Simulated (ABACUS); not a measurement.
Crystal: Ti.

```
Ti
1.0
    -1.64100    1.64100    1.64100
     1.64100   -1.64100    1.64100
     1.64100    1.64100   -1.64100
Ti
1
Direct
  0.00000 0.00000 0.00000
```

This isn't the form of Ti at room conditions, which is hcp.

```yaml
Program: ABACUS 3.10.1
Task: relaxation of cell and atoms
Functional: SOGGA
Potentials_or_basis: GBRV ultrasoft 1.5 PBE
Cutoff: 544 eV
Density_cutoff: 4354 eV
Basis: plane waves
k_mesh: 9 × 9 × 9
Occupations: fermi-dirac, width 0.05 eV
Spin: no spin polarisation
```

At the start: pressure -6.7 GPa; volume 17.68 Å³/atom.

Q: How do energy, volume and symmetry change on relaxing?

A: Over 3 steps the energy falls by 24.9 meV/atom and the volume is 16.55 Å³/atom (-6.4 %); space group Im-3m (No. 229, to 0.05 Å).

Step by step:
| step | energy change (eV) | largest force (eV/Å) | pressure (GPa) | volume (Å³) |
| --- | --- | --- | --- | --- |
| 1 | 0.0000 | 0.0000 | -6.70 | 17.68 |
| 2 | -0.0115 | 0.0000 | 5.81 | 15.79 |
| 3 | -0.0249 | 0.0000 | -0.02 | 16.55 |

Final structure:
```yaml
crystal:
  lattice:
    - [-1.60545, 1.60545, 1.60545]
    - [1.60545, -1.60545, 1.60545]
    - [1.60545, 1.60545, -1.60545]
  atoms:
    - { symbol: Ti, position: [0.00000, 0.00000, 0.00000] }
```

Caveat: the potentials were made for another functional, which shifts forces and pressure.
